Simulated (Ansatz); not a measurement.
Computed with Ansatz, DFT PBE, scalar-relativistic, plane waves, PAW.

Levels along Γ–M–K–Γ–A–L–H–A | L–M | H–K, in eV from the Fermi level, sorted by energy at each point. Points in fractions of the primitive reciprocal vectors: Γ (0.000 0.000 0.000), M (0.500 0.000 0.000), K (0.333 0.333 0.000), A (0.000 0.000 0.500), L (0.500 0.000 0.500), H (0.333 0.333 0.500).
```csv
point,"k (1/Å, with 2π)",band 37,band 38,band 39,band 40,band 41,band 42,band 43
Γ,0.000,-0.60,-0.60,0.12,2.58,2.71,2.71,2.78
-,0.133,-0.63,-0.61,0.10,1.63,1.86,2.62,3.15
-,0.265,-0.70,-0.63,0.03,0.62,1.04,2.56,3.04
-,0.397,-0.79,-0.65,-0.20,-0.06,0.29,2.34,2.79
-,0.530,-0.87,-0.77,-0.67,-0.36,-0.18,1.90,2.44
-,0.662,-1.05,-0.91,-0.91,-0.67,-0.33,1.47,2.10
-,0.795,-1.30,-1.15,-0.96,-0.67,-0.48,1.18,1.87
M,0.927,-1.30,-1.18,-0.99,-0.66,-0.55,1.07,1.79
-,1.004,-1.30,-1.19,-1.03,-0.61,-0.55,1.08,1.75
-,1.080,-1.29,-1.23,-1.09,-0.55,-0.48,1.11,1.65
-,1.157,-1.28,-1.26,-1.14,-0.55,-0.32,1.14,1.48
-,1.233,-1.35,-1.24,-1.18,-0.55,-0.14,1.19,1.26
-,1.310,-1.43,-1.22,-1.20,-0.55,0.06,1.01,1.24
-,1.386,-1.50,-1.21,-1.21,-0.55,0.27,0.75,1.31
K,1.463,-1.55,-1.21,-1.21,-0.55,0.50,0.50,1.39
-,1.616,-1.38,-1.25,-1.17,-0.56,0.11,1.00,1.43
-,1.769,-1.34,-1.14,-1.10,-0.58,-0.09,1.55,1.80
-,1.922,-1.04,-0.99,-0.82,-0.63,-0.12,2.12,2.21
-,2.075,-0.86,-0.65,-0.40,-0.25,-0.07,2.63,2.66
-,2.228,-0.73,-0.64,0.01,0.51,0.55,2.90,2.98
-,2.381,-0.64,-0.62,0.09,1.54,1.61,2.72,3.14
Γ,2.534,-0.60,-0.60,0.12,2.58,2.71,2.71,2.78
-,2.623,-0.62,-0.62,0.16,2.58,2.74,2.74,2.79
-,2.713,-0.67,-0.67,0.30,2.59,2.81,2.81,2.84
-,2.803,-0.74,-0.74,0.58,2.62,2.73,2.86,2.86
-,2.893,-0.84,-0.84,1.00,2.52,2.71,2.92,2.92
-,2.983,-0.95,-0.95,1.45,2.34,2.93,3.00,3.00
-,3.073,-1.08,-1.08,1.81,2.18,3.10,3.10,3.36
A,3.163,-1.21,-1.21,2.03,2.03,3.22,3.22,3.22
-,3.295,-1.19,-1.19,1.86,1.86,2.81,2.81,2.85
-,3.428,-1.18,-1.18,1.25,1.25,2.22,2.22,2.58
-,3.560,-1.22,-1.22,0.52,0.52,1.71,1.71,2.58
-,3.693,-1.23,-1.23,-0.08,-0.08,1.33,1.33,2.65
-,3.825,-1.23,-1.23,-0.51,-0.51,1.09,1.09,2.73
-,3.958,-1.23,-1.23,-0.79,-0.79,0.97,0.97,2.78
L,4.090,-1.23,-1.23,-0.89,-0.89,0.93,0.93,2.80
-,4.167,-1.23,-1.23,-0.89,-0.89,0.81,0.81,2.98
-,4.243,-1.24,-1.24,-0.89,-0.89,0.55,0.55,3.42
-,4.320,-1.26,-1.26,-0.89,-0.89,0.28,0.28,3.96
-,4.396,-1.28,-1.28,-0.90,-0.90,0.05,0.05,4.48
-,4.473,-1.30,-1.30,-0.95,-0.95,-0.10,-0.10,4.90
-,4.549,-1.31,-1.31,-1.04,-1.04,-0.19,-0.19,5.18
H,4.626,-1.25,-1.25,-1.12,-1.12,-0.21,-0.21,5.28
-,4.779,-1.30,-1.30,-0.88,-0.88,-0.15,-0.15,4.95
-,4.931,-1.27,-1.27,-0.51,-0.51,-0.01,-0.01,4.35
-,5.085,-1.22,-1.22,-0.03,-0.03,0.24,0.24,3.77
-,5.237,-1.17,-1.17,0.62,0.62,0.65,0.65,3.28
-,5.390,-1.16,-1.16,1.20,1.20,1.54,1.54,2.94
-,5.543,-1.18,-1.18,1.81,1.81,2.58,2.58,2.91
A,5.696,-1.21,-1.21,2.03,2.03,3.22,3.22,3.22
L,5.696,-1.23,-1.23,-0.89,-0.89,0.93,0.93,2.80
-,5.786,-1.23,-1.23,-0.89,-0.88,0.55,1.34,2.67
-,5.876,-1.24,-1.24,-0.89,-0.83,0.21,1.78,2.51
-,5.966,-1.25,-1.25,-0.89,-0.77,-0.09,2.23,2.26
-,6.056,-1.26,-1.24,-0.91,-0.68,-0.33,1.87,2.50
-,6.146,-1.27,-1.23,-0.93,-0.61,-0.51,1.46,2.13
-,6.236,-1.29,-1.20,-0.97,-0.63,-0.56,1.18,1.88
M,6.326,-1.30,-1.18,-0.99,-0.66,-0.55,1.07,1.79
H,6.326,-1.25,-1.25,-1.12,-1.12,-0.21,-0.21,5.28
-,6.416,-1.25,-1.24,-1.24,-0.98,-0.19,-0.19,4.78
-,6.506,-1.34,-1.23,-1.23,-0.86,-0.14,-0.14,4.02
-,6.596,-1.39,-1.21,-1.21,-0.75,-0.06,-0.06,3.28
-,6.685,-1.44,-1.20,-1.20,-0.66,0.06,0.06,2.60
-,6.775,-1.49,-1.20,-1.20,-0.60,0.22,0.22,2.02
-,6.865,-1.53,-1.21,-1.21,-0.56,0.40,0.40,1.58
K,6.955,-1.55,-1.21,-1.21,-0.55,0.50,0.50,1.39
```

The cell has space group P6_3/mmc, 6 atoms and 80 electrons in the valence of the PAW potentials, and holds 2 elements, among them Si; it is relaxed at this level.

Cutoff 420 eV, k mesh 12×12×8. No spin polarisation.

Problem. Which material gives these bands?

Solution. SiNi₂, conventional cell a = 3.912 Å, b = 3.912 Å, c = 4.991 Å, α = 90.00°, β = 90.00°, γ = 120.00°. Other compounds weren't ruled out.

Spin polarisation was left out, and a magnetic state may lie lower.

It was relaxed from a cell as deposited in COD.
